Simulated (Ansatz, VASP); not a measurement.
## One calculation of HfO2, two programs

```
CELL_PARAMETERS angstrom
0.00000 2.55423 2.55423
2.55423 0.00000 2.55423
2.55423 2.55423 0.00000
ATOMIC_POSITIONS crystal
Hf 0.00000 0.00000 0.00000
O 0.25000 0.25000 0.25000
O 0.75000 0.75000 0.75000
```

Alike in both runs: task single point; functional r2SCAN; k mesh 8 × 8 × 8; no spin polarisation.

```csv
,VASP,Ansatz
version,VASP 6.6.1,Ansatz 0.2.0
potentials or method,"VASP PAW PBE potentials, release 64 (Hf_pv, O)","plane waves, PAW"
plane-wave cutoff (eV),520,500
occupations,"gaussian, width 0.01 eV",fixed
valence electrons in the cell,22,38
```

Ansatz gave:

```
gap on the k mesh at the Fermi level (eV) : 4.22
pressure (GPa)                            : -7.5
```

**Question.** Estimate VASP's values.

**Answer.** gap on the k mesh at the Fermi level (eV): 4.23; pressure (GPa): -11.2.

The two sets of potentials don't hold the same shells in valence.

Caveats: the PAW data sets were made with another functional, which shifts forces and pressure a little (VASP); spin-orbit coupling is left out, which moves the levels of the heavy elements. r2SCAN opens gaps a little over a GGA but as a rule still falls short of measured ones. A k mesh can miss the band edges.
